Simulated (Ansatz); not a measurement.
# MgS (Niningerite) (Fm-3m) in Ansatz: a series of runs

Aim: see how the results for MgS (Niningerite) move with the level of theory and the settings. Levels: LDA, PBE. Tasks: band structure.

Everything below comes from runs of Ansatz 0.2.0. Logs are shortened: lines on timing, memory, paths and dates and some standing lists are left out, and cuts for length are marked.

## (1) The structure

It takes space group Fm-3m (No. 225, cubic). The conventional cell has a = 5.203 Å, b = 5.203 Å, c = 5.203 Å, α = 90.00°, β = 90.00°, γ = 90.00°. S (site symmetry m-3m) is surrounded by 6 Mg at 2.60 Å. Mg (site symmetry m-3m) has 6 S at 2.60 Å as nearest neighbours.

## (2) Band structure, LDA

The input, input.yaml:

```yaml
crystal:
  lattice:
    - [0.0, 2.60165, 2.60165]
    - [2.60165, 0.0, 2.60165]
    - [2.60165, 2.60165, 0.0]
  atoms:
    - { symbol: S, position: [0.5, 0.5, 0.5] }
    - { symbol: Mg, position: [0.0, 0.0, 0.0] }
hamiltonian:
  xc: lda
  pseudopotentials: { kind: paw }
kpoints:
  mp_grid: { grid: [9, 9, 9] }
  band_path:
    path:
      - [[0.0, 0.0, 0.0], [0.5, 0.0, 0.5], [0.5, 0.25, 0.75], [0.375, 0.375, 0.75], [0.0, 0.0, 0.0], [0.5, 0.5, 0.5], [0.625, 0.25, 0.625], [0.5, 0.25, 0.75], [0.5, 0.5, 0.5], [0.375, 0.375, 0.75]]
      - [[0.625, 0.25, 0.625], [0.5, 0.0, 0.5]]
    npoints: 14
scf:
  occupations: { method: fermi_dirac, width: 0.05 }
  n_extra_bands: 6
output:
  forces: true
  stress: true
  eigenvalues: true
  fatbands: true
```

Potentials or basis: Ansatz PAW.

Run with:

```bash
ansatz run input.yaml --threads 2 --pin off --max-ram 5632MiB --backend cpu --events-out ev --progress --plain --runs-dir out
```

Output:

```text
Warning: RAYON_NUM_THREADS=2 ignored (pool sized by the plan → 2); use --threads N
scf.n_extra_bands = 6 over 8 filled bands (N_el = 16.0): the run solves 14 bands
Engine: ansatz 0.2.0, aarch64-unknown-linux-gnu
Pseudopotentials: kind: paw
Pseudopotential: S, paw, valence charge 6, recommended cutoff 420 eV (normal), S.paw.azcp
Pseudopotential: Mg, paw, valence charge 10, recommended cutoff 420 eV (normal), Mg.paw.azcp
Functional definition: SPW92
  exchange = slater_x
  correlation = pw_c
Crystal: 2 atoms, lattice volume = 35.219 Å³
Basis set: ecut = 420 eV, 701 PW (Γ)
Bands: 14, of which v1, the nominal top of the filled ones, is band 8 counted from 1 (7 counted from 0)
Symmetry: 48 space group operations
Space group: Fm-3m (ITA 225), of the structure as read, at distance tolerance 3.3e-5 Å
k-points: 35 of 729
Non-local potential: S, projectors of the file, l = 0: 2, l = 1: 2, l = 2: 2
Non-local potential: Mg, projectors of the file, l = 0: 3, l = 1: 2, l = 2: 1
PAW form: soft (Blöchl's): semilocal exchange-correlation on the pseudo side does not see the compensation charge
PAW frozen core: S, regenerated for the run's functional, and the local potential with it (the file was generated under x = pbe(κ = 0.804, μ = 0.2195149727645171), c = pbe(β = 0.06672455060314922))
PAW frozen core: Mg, regenerated for the run's functional, and the local potential with it (the file was generated under x = pbe(κ = 0.804, μ = 0.2195149727645171), c = pbe(β = 0.06672455060314922))
PAW one-centre angular grid: S, 110 points (default); XC on 64 Gauss nodes
PAW one-centre angular grid: Mg, 110 points (default); XC on 64 Gauss nodes
Initial density: superposition of atomic densities (neutral atoms: chi_scale 0, normalization atom), corrected by the library's trained network
Initial wavefunctions: pseudopotential atomic-orbital guess
Functional: x = slater, c = lda
SCF iter   1: F=—  HF=-2774.169446 eV  |F-HF|=—  |Δ(HF+E_count)|=         —  Δρ=6.72e-3  dr2=9.41e-3  ethr=1.77e-3  ⟨swp⟩=6.6  Hψ=2820  notcnv=0
preconditioner: auto → none  [insulator: Δε(μ)=2.641 eV  Ē_g=13.270 eV  σ=0.050 eV  W_gap=1.00  n_scr=8 (ndim 8)  ℏωp=17.7 eV  f_vac=0.000  D(μ)=0.00/eV (n_scr^D=0)  ε∞_Penn≈2.8]
SCF iter   2: F=—  HF=-2774.163630 eV  |F-HF|=—  |Δ(HF+E_count)|=   5.82e-3  Δρ=2.59e-3  dr2=1.26e-3  ethr=5.88e-5  ⟨swp⟩=2.6  Hψ=1055  notcnv=0  defer=27
SCF iter   3: F=—  HF=-2774.163025 eV  |F-HF|=—  |Δ(HF+E_count)|=   6.05e-4  Δρ=3.87e-4  dr2=2.96e-5  ethr=7.85e-6  ⟨swp⟩=2.0  Hψ=563  notcnv=0  defer=28
SCF iter   4: F=—  HF=-2774.163014 eV  |F-HF|=—  |Δ(HF+E_count)|=   1.09e-5  Δρ=3.93e-5  dr2=3.11e-7  ethr=1.85e-7  ⟨swp⟩=1.9  Hψ=548  notcnv=0  defer=28
iter 5 did not close the SCF: its close was put off for the readings that it lacked (scf_convergence_deferred on its scf_iter line)
SCF iter   5: F=-2774.163014 eV  HF=-2774.163014 eV  |F-HF|=1.48e-8  |Δ(HF+E_count)|=   1.61e-7  Δρ=8.04e-6  dr2=2.61e-8  ethr=1.94e-9  ⟨swp⟩=2.1  Hψ=710  notcnv=0  defer=28
SCF iter   6: F=-2774.163014 eV  HF=-2774.163014 eV  |F-HF|=6.31e-9  |Δ(HF+E_count)|=   4.06e-9  Δρ=3.88e-6  dr2=8.08e-9  ethr=1.63e-10  ⟨swp⟩=5.6  Hψ=2075  notcnv=0
SCF 1 converged in 6 iterations: F = -2774.163014 eV  dr2 = 8.08e-9
NSCF: frozen V_eff on 142 k-points
SCF converged after 6 iterations
Free energy (F): -2774.163014 eV
Harris-Foulkes:  -2774.163014 eV  (|F-HF|=6.31e-9)
Internal energy: -2774.163014 eV  (E = F + TS)
E sigma→0 (E₀):  -2774.163014 eV
Fermi energy:    7.541730 eV
--- Per-component energies (eV) ---
  E_band       = -333.579250
  E_kinetic    = 185.614005
  E_local      = -1666.716981  (includes V_loc(G=0)·N_el)
  E_nonlocal   = 125.225453
  E_hartree    = 592.116871
  E_xc         = -126.571625
  E_vxc        = -127.150562  (∫ρ·V_xc dr)
  E_paw        = -840.394395  (= ΣΔE_a)
  E_vpaw       = -34.784410  (= ΣTr[D̂ρ^β])
  E_aug_tail   = 0.000001  (compensation charges beyond the density's cutoff)
  E_ewald      = -1043.740020
  E_core_change = 0.303677  (= ΣΔE_core)
  E_smearing   = -0.000000  (= −TS)
  E_closure    = -0.000000  (closes the sum)
  Σ components = -2774.163014   (vs F -2774.163014, Δ=0.00e0)
--- Forces (eV/Å), atoms counted from 1 ---
  atom   1  S      0.00000000    -0.00000000    -0.00000000
  atom   2  Mg    -0.00000000     0.00000000    -0.00000000
  max |Σ_I F_I| component: 5.44e-30 eV/Å
--- Stress (GPa, compression-positive) ---
       -3.280228       0.000000       0.000000
       -0.000000      -3.280228       0.000000
        0.000000       0.000000      -3.280228
  P = ⅓ Tr σ = -3.2802 GPa (-32.802 kbar)
--- Band table (eV; the first three rows and the last of 35) ---
  k-point 0: bands = ["-67.8243", "-35.2495", "-35.2495", "-35.2495", "-6.4657", "6.1869", "6.1869", "6.1869", "9.6681", "13.9843", "13.9843", "13.9843", "16.3537", "16.3537"]
  k-point 1: bands = ["-67.8243", "-35.2503", "-35.2496", "-35.2496", "-6.3435", "5.2953", "6.1049", "6.1049", "10.3684", "13.6963", "14.1971", "14.1971", "15.7789", "15.7789"]
  k-point 2: bands = ["-67.8242", "-35.2523", "-35.2499", "-35.2499", "-6.0041", "3.7178", "5.9148", "5.9148", "10.9598", "13.9957", "13.9957", "14.0251", "15.9854", "15.9854"]
  k-point 34: bands = ["-67.8238", "-35.2543", "-35.2534", "-35.2519", "-4.7477", "2.5958", "3.1730", "4.0292", "11.1848", "13.4280", "13.6910", "15.1365", "19.5655", "19.8114"]
```

bands.tsv:

```text
# k_distance	band_0	band_1	band_2	band_3	band_4	band_5	band_6	band_7	band_8	band_9	band_10	band_11	band_12	band_13
# fermi_ev = 7.541730
# lock_threshold_ev = 1e-12
# [0, 0, 0] at k_distance = 0.000000
[... 154 lines left out ...]
7.629448	-75.365573	-42.797256	-42.793944	-42.793750	-12.297471	-5.553629	-3.274491	-3.029734	1.383559	3.095841	10.199551	10.367889	11.549839	12.683561
7.659943	-75.365573	-42.797295	-42.793882	-42.793772	-12.299333	-5.571832	-3.183606	-3.041893	1.310510	3.004800	10.298767	10.620580	11.633612	12.393633
7.690438	-75.365573	-42.797322	-42.793836	-42.793787	-12.300758	-5.584847	-3.114976	-3.050605	1.253777	2.940511	10.373138	10.870341	11.696011	12.117059
7.720933	-75.365573	-42.797339	-42.793809	-42.793797	-12.301650	-5.592661	-3.072155	-3.055843	1.217686	2.902298	10.419336	11.098708	11.734562	11.872594
7.751428	-75.365573	-42.797345	-42.793800	-42.793800	-12.301953	-5.595267	-3.057590	-3.057590	1.205289	2.889628	10.435017	11.218327	11.747607	11.747607
```

fatbands.tsv:

```text
# ik	k_distance	band	e_minus_ef	s0_l0_3S	s0_l1_3P	mg1_l0_2S	mg1_l0_3S	mg1_l1_2P
# fermi_ev = 7.541730
# lock_threshold_ev = 1e-12
# [0, 0, 0] at k_distance = 0.000000
# [0.5, 0, 0.5] at k_distance = 1.207539
# [0.5, 0.25, 0.75] at k_distance = 1.811308
# [0.375, 0.375, 0.75] at k_distance = 2.238237
# [0, 0, 0] at k_distance = 3.519025
# [0.5, 0.5, 0.5] at k_distance = 4.564784
# [0.625, 0.25, 0.625] at k_distance = 5.304248
# [0.5, 0.25, 0.75] at k_distance = 5.731177
# [0.5, 0.5, 0.5] at k_distance = 6.585036
# [0.375, 0.375, 0.75] at k_distance = 7.324499
# [0.625, 0.25, 0.625] at k_distance = 7.324499
# [0.5, 0, 0.5] at k_distance = 7.751428
# jumps = 127
# n_points = 142
0	0.000000	0	-75.366031	0.000017	0.000000	0.997634	0.002324	0.000000
0	0.000000	1	-42.791246	0.000000	0.000060	0.000000	0.000000	0.999932
0	0.000000	2	-42.791246	0.000000	0.000060	0.000000	0.000000	0.999932
0	0.000000	3	-42.791246	0.000000	0.000060	0.000000	0.000000	0.999932
0	0.000000	4	-14.007454	0.556249	0.000000	0.000843	0.442575	0.000000
0	0.000000	5	-1.354845	0.000000	0.989347	0.000000	0.000000	0.000063
[... 1981 lines left out ...]
141	7.751428	12	11.747607	0.000000	0.024047	0.000000	0.000000	0.000000
141	7.751428	13	11.747607	0.000000	0.024047	0.000000	0.000000	0.000000
```

Run time: 2.8 s. Hardware: 2 threads of Arm Neoverse N1, shared host; peak memory 0.27 GiB.

Results:

```yaml
Free_energy: -2774.1630 eV
Pressure: -3.3 GPa
Band_gap_on_the_k_mesh: 2.69 eV, indirect (least direct gap 3.48 eV)
Band_gap_along_the_path: 2.56 eV, indirect (least direct gap 3.48 eV)
```

Levels at the corners of the path, in eV from the valence-band top:
```
point  band 4  band 5  band 6  band 7  band 8  band 9  band 10  band 11  band 12  band 13
    Γ  -41.44  -12.65    0.00    0.00    0.00    3.48     7.80     7.80     7.80    10.17
    X  -41.44  -10.95   -4.24   -1.70   -1.70    2.56     4.24    11.79    12.57    13.10
    W  -41.44  -10.90   -3.27   -3.27   -2.41    5.07     7.81     7.81     7.85    14.07
    K  -41.44  -10.94   -3.74   -3.24   -1.38    3.71     6.56     9.49     9.92    11.62
    Γ  -41.44  -12.65    0.00    0.00    0.00    3.48     7.80     7.80     7.80    10.17
    L  -41.44  -11.32   -4.90   -0.59   -0.59    4.37     6.72     6.72     9.84    11.95
    U  -41.44  -10.94   -3.74   -3.24   -1.38    3.71     6.56     9.49     9.92    11.62
    W  -41.44  -10.90   -3.27   -3.27   -2.41    5.07     7.81     7.81     7.85    14.07
    L  -41.44  -11.32   -4.90   -0.59   -0.59    4.37     6.72     6.72     9.84    11.95
    K  -41.44  -10.94   -3.74   -3.24   -1.38    3.71     6.56     9.49     9.92    11.62
    U  -41.44  -10.94   -3.74   -3.24   -1.38    3.71     6.56     9.49     9.92    11.62
    X  -41.44  -10.95   -4.24   -1.70   -1.70    2.56     4.24    11.79    12.57    13.10
```

Caveat: the k mesh misses the band edges, so the gap on the mesh is wider than the one along the path; the PAW data sets come from PBE, with cores solved anew for the run's functional, which leaves a small shift of forces and pressure. A hybrid or GW would open this gap; LDA tends to underestimate it.

## (3) Band structure, PBE

input.yaml: that of step 2 with these lines changed.

```diff
@@ -9,3 +9,3 @@
 hamiltonian:
-  xc: lda
+  xc: pbe
   pseudopotentials: { kind: paw }
@@ -25,2 +25,6 @@
   eigenvalues: true
-  fatbands: true
+  fatbands: false
+  write_density: true
+  write_potential: true
+  elf: true
+  volumetric_format: npy
```

Potentials or basis: Ansatz PAW.

Run with:

```bash
ansatz run input.yaml --threads 2 --pin off --max-ram 5632MiB --backend cpu --events-out ev --progress --plain --runs-dir out
```

Wall time 2.4 s (2 threads of Arm Neoverse N1, shared host); peak memory 0.29 GiB.

Results (log left out):

```
Free energy             : -2828.7470 eV
Pressure                : 1.2 GPa
Band gap on the k mesh  : 2.92 eV, indirect (least direct gap 3.72 eV)
Band gap along the path : 2.79 eV, indirect (least direct gap 3.72 eV)
```

Levels at the corners of the path, in eV from the valence-band top:
```
point  band 4  band 5  band 6  band 7  band 8  band 9  band 10  band 11  band 12  band 13
    Γ  -41.47  -12.67    0.00    0.00    0.00    3.72     7.92     7.92     7.92    10.26
    X  -41.47  -10.99   -4.18   -1.68   -1.68    2.79     4.39    12.01    12.66    13.40
    W  -41.47  -10.94   -3.22   -3.22   -2.35    5.25     7.93     7.93     8.06    14.34
    K  -41.47  -10.99   -3.68   -3.18   -1.36    3.91     6.69     9.66    10.06    11.90
    Γ  -41.47  -12.67    0.00    0.00    0.00    3.72     7.92     7.92     7.92    10.26
    L  -41.47  -11.35   -4.82   -0.59   -0.59    4.55     6.89     6.89    10.13    12.16
    U  -41.47  -10.99   -3.68   -3.18   -1.36    3.91     6.69     9.66    10.06    11.90
    W  -41.47  -10.94   -3.22   -3.22   -2.35    5.25     7.93     7.93     8.06    14.34
    L  -41.47  -11.35   -4.82   -0.59   -0.59    4.55     6.89     6.89    10.13    12.16
    K  -41.47  -10.99   -3.68   -3.18   -1.36    3.91     6.69     9.66    10.06    11.90
    U  -41.47  -10.99   -3.68   -3.18   -1.36    3.91     6.69     9.66    10.06    11.90
    X  -41.47  -10.99   -4.18   -1.68   -1.68    2.79     4.39    12.01    12.66    13.40
```

Caveat: the k mesh misses the band edges, so the gap on the mesh is wider than the one along the path.
